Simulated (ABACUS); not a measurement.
# Ge (Fd-3m) in ABACUS: notebook, part 2 of 2

ABACUS 3.10.1.

## Step 3: Relaxation of cell and atoms, BP86

Input file INPUT:

```
INPUT_PARAMETERS
suffix              Ge
calculation         cell-relax
basis_type          pw
pseudo_dir          ./
symmetry            1
dft_functional      GGA_X_B88+GGA_C_P86
ecutwfc             79
pseudo_rcut         10
nspin               1
nbands              18
ks_solver           dav
smearing_method     fd
smearing_sigma      0.00367493
scf_thr             1e-08
scf_nmax            100
mixing_type         broyden
mixing_beta         0.7
cal_force           1
cal_stress          1
relax_nmax          40
force_thr_ev        0.01
relax_method        cg
out_stru            1
stress_thr          0.5
kpar                4
```

Input file STRU:

```
ATOMIC_SPECIES
Ge 72.6300 Ge.upf

LATTICE_CONSTANT
1.8897261246

LATTICE_VECTORS
0.0000000000 2.8289100000 2.8289100000
2.8289100000 0.0000000000 2.8289100000
2.8289100000 2.8289100000 0.0000000000

ATOMIC_POSITIONS
Direct

Ge
0.0
2
0.7500000000 0.7500000000 0.7500000000 1 1 1
0.5000000000 0.5000000000 0.5000000000 1 1 1
```

Input file KPT:

```
K_POINTS
0
Gamma
6 6 6 0 0 0
```

Potentials or basis: Ansatz NC PBE, plane waves.

Launch:

```sh
$ OMP_NUM_THREADS=1 mpirun -np 4 abacus > log
```

running log:

```text
[... set-up lines left out ...]
 PW ALGORITHM --------------- ION=   1  ELEC=   1--------------------------------
 Notice: Threshold on eigenvalues was too large.
 hsover_error=0.28 > DRHO=0.0381668
 Origin diag ethr = 0.01
 New diag ethr = 0.00013631
[... 92 lines left out ...]
 charge density convergence is achieved
 final etot is -4866.3489054 eV
 EFERMI = 9.4999182304 eV

 STATE ENERGY(eV) AND OCCUPATIONS    NSPIN == 1
[... levels at 4 further k points ...]

------------------------------------------------------------------------------------------
 TOTAL-FORCE (eV/Angstrom)
------------------------------------------------------------------------------------------
                       Ge1         0.0000000000         0.0000000000         0.0000000000
                       Ge2         0.0000000000         0.0000000000         0.0000000000
------------------------------------------------------------------------------------------
[... 13 lines left out ...]
 Largest gradient in stress is 41.255416 kbar.
 Threshold is 0.500000 kbar.

 Relaxation is not converged yet!
DIRECT COORDINATES
    atom                   x                   y                   z     mag                  vx                  vy                  vz
taud_Ge1            0.7500000000        0.7500000000        0.7500000000  0.0000        0.0000000000        0.0000000000        0.0000000000
taud_Ge2            0.5000000000        0.5000000000        0.5000000000  0.0000        0.0000000000        0.0000000000        0.0000000000

                          Volume (Bohr^3) = 333.055455
                             Volume (A^3) = 49.353668

 Lattice vectors: (Cartesian coordinate: in unit of a_0)
            +0.000000           +2.911365           +2.911365
            +2.911365           +0.000000           +2.911365
            +2.911365           +2.911365           -0.000000
 Reciprocal vectors: (Cartesian coordinate: in unit of 2 pi/a_0)
            -0.171741           +0.171741           +0.171741
            +0.171741           -0.171741           +0.171741
            +0.171741           +0.171741           -0.171741

 -------------------------------------------
 STEP OF RELAXATION : 2
 -------------------------------------------

[... set-up of the moved cell ...]

 PW ALGORITHM --------------- ION=   2  ELEC=   1--------------------------------
 Notice: Threshold on eigenvalues was too large.
 hsover_error=0.280000 > DRHO=0.000390
 Origin diag ethr = 0.010000
 New diag ethr = 0.000001

 Density error is 0.000127160119
                          Error Threshold = 0.000001393115
----------------------------------------------------------
     Energy           Rydberg                 eV
----------------------------------------------------------
 E_KohnSham     -357.6720927887      -4866.3784775112
 E_Harris       -357.7295622173      -4867.1603892010
 E_Fermi        0.6036163979         8.2126224174
----------------------------------------------------------

[... 3 further cycles ...]
 PW ALGORITHM --------------- ION=   2  ELEC=   5--------------------------------

 Density error is 0.000000001784
                          Error Threshold = 0.000000000117
----------------------------------------------------------
     Energy           Rydberg                 eV
----------------------------------------------------------
 E_KohnSham     -357.6721021096      -4866.3786043277
 E_KS(sigma->0) -357.6720302839      -4866.3776270897
 E_Harris       -357.6718516844      -4866.3751971183
 E_band         -22.2454726944       -302.6651833474
 E_one_elec     -192.3659386600      -2617.2728668949
 E_Hartree      114.2143980872       1553.9666076269
 E_xc           -87.6132278452       -1192.0391188664
 E_Ewald        -191.9071900403      -2611.0312717172
 E_entropy(-TS) -0.0001436513        -0.0019544761
 E_descf        0.0000000000         0.0000000000
[... 4 lines left out ...]
 charge density convergence is achieved
 final etot is -4866.37860432771 eV
 EFERMI = 8.18529001944 eV

 STATE ENERGY(eV) AND OCCUPATIONS    NSPIN == 1
[... levels at 4 further k points ...]

------------------------------------------------------------------------------------------
 TOTAL-FORCE (eV/Angstrom)
------------------------------------------------------------------------------------------
                       Ge1         0.0000000000         0.0000000000         0.0000000000
                       Ge2         0.0000000000         0.0000000000         0.0000000000
------------------------------------------------------------------------------------------
[... 13 lines left out ...]
 Largest gradient in stress is 14.703293 kbar.
 Threshold is 0.500000 kbar.

 Relaxation is not converged yet!
DIRECT COORDINATES
    atom                   x                   y                   z     mag                  vx                  vy                  vz
taud_Ge1            0.7500000000        0.7500000000        0.7500000000  0.0000        0.0000000000        0.0000000000        0.0000000000
taud_Ge2            0.5000000000        0.5000000000        0.5000000000  0.0000        0.0000000000        0.0000000000        0.0000000000

                          Volume (Bohr^3) = 324.840785
                             Volume (A^3) = 48.136380

 Lattice vectors: (Cartesian coordinate: in unit of a_0)
            +0.000000           +2.887230           +2.887230
            +2.887230           +0.000000           +2.887230
            +2.887230           +2.887230           -0.000000
 Reciprocal vectors: (Cartesian coordinate: in unit of 2 pi/a_0)
            -0.173176           +0.173176           +0.173176
            +0.173176           -0.173176           +0.173176
            +0.173176           +0.173176           -0.173176

 -------------------------------------------
 STEP OF RELAXATION : 3
 -------------------------------------------

[... set-up of the moved cell ...]

 PW ALGORITHM --------------- ION=   3  ELEC=   1--------------------------------
 Notice: Threshold on eigenvalues was too large.
 hsover_error=0.280000 > DRHO=0.000258
 Origin diag ethr = 0.010000
 New diag ethr = 0.000001

 Density error is 0.000217780123
                          Error Threshold = 0.000000920851
----------------------------------------------------------
     Energy           Rydberg                 eV
----------------------------------------------------------
 E_KohnSham     -357.6725033685      -4866.3840637360
 E_Harris       -357.5907152523      -4865.2712793265
 E_Fermi        0.6269147962         8.5296133887
----------------------------------------------------------

[... 3 further cycles ...]
 PW ALGORITHM --------------- ION=   3  ELEC=   5--------------------------------

 Density error is 0.000000000191
                          Error Threshold = 0.000000000041
----------------------------------------------------------
     Energy           Rydberg                 eV
----------------------------------------------------------
 E_KohnSham     -357.6725167040      -4866.3842451740
 E_KS(sigma->0) -357.6724412043      -4866.3832179479
 E_Harris       -357.6725515040      -4866.3847186523
 E_band         -21.6397671973       -294.4241372762
 E_one_elec     -189.7483177601      -2581.6583074524
 E_Hartree      113.2247791918       1540.5021517997
 E_xc           -87.6374160472       -1192.3682162390
 E_Ewald        -193.5114110889      -2632.8578188301
 E_entropy(-TS) -0.0001509994        -0.0020544522
 E_descf        0.0000000000         0.0000000000
[... 108 lines left out ...]
 Largest gradient in stress is 0.127873 kbar.
 Threshold is 0.500000 kbar.

 Relaxation is converged!

 --------------------------------------------
 !FINAL_ETOT_IS -4866.3842451740183606 eV
 --------------------------------------------
```

It took 13 s on 4 MPI ranks of AMD EPYC 7R43 (Zen 3), shared host; peak memory 0.36 GiB.

Results:

```
Free energy                            : -4866.3842 eV
Relaxed volume                         : 24.07 Å³/atom
Relaxed cell                           : a = 4.083 Å, b = 4.083 Å, c = 4.083 Å, α = 60.00°, β = 60.00°, γ = 60.00°
Space group after relaxing (to 0.05 Å) : Fd-3m (No. 227)
Energy gained by relaxing              : 17.7 meV/atom
Ionic steps                            : 3
Pressure after relaxing                : 0.0 GPa
Band gap on the k mesh                 : none (metal or under the smearing width)
```

Step by step:
```
step  energy change (eV)  largest force (eV/Å)  pressure (GPa)  volume (Å³)
   1              0.0000                0.0000            4.13        45.28
   2             -0.0297                0.0000           -1.47        49.35
   3             -0.0353                0.0000           -0.01        48.14
```

Final structure:
```
CELL_PARAMETERS angstrom
0.00000 2.88723 2.88723
2.88723 0.00000 2.88723
2.88723 2.88723 0.00000
ATOMIC_POSITIONS crystal
Ge 0.75000 0.75000 0.75000
Ge 0.50000 0.50000 0.50000
```

Levels at points of the mesh, in eV from the Fermi level:
```csv
k point,band 10,band 11,band 12,band 13,band 14,band 15,band 16
"(0.00, 0.00, 0.00)",-24.45,-12.27,-0.55,0.06,0.06,0.06,2.59
"(0.50, 0.50, 0.50)",-24.43,-10.34,-7.28,-1.25,-1.25,0.04,3.78
"(0.50, 0.50, 0.00)",-24.41,-8.63,-8.63,-2.80,-2.80,0.91,0.91
```

Caveat: the potentials were made for another functional, which shifts forces and pressure; this crystal is a semiconductor, whose small gap the functional closes, so the metal is an error of the method. Zero-point motion and thermal expansion aren't in these numbers.

## Step 4: Comparison with measurements

Step 2. Against the measured gap of Ge, 0.807 eV (direct; 300 K; “Electronic and optical properties of SixGe1-x-ySny alloys lattice-matched to Ge”, 2021, arxiv:2109.02782), the calculated 0.00 eV is off by -0.81 eV. 3 values of this kind are on record (0.666 to 0.807 eV); this one was drawn at random among those near their median. Spin-orbit coupling on Ge is left out. The value is that of BP86 on a finite k mesh, which can miss the band edges, without temperature or zero-point motion.
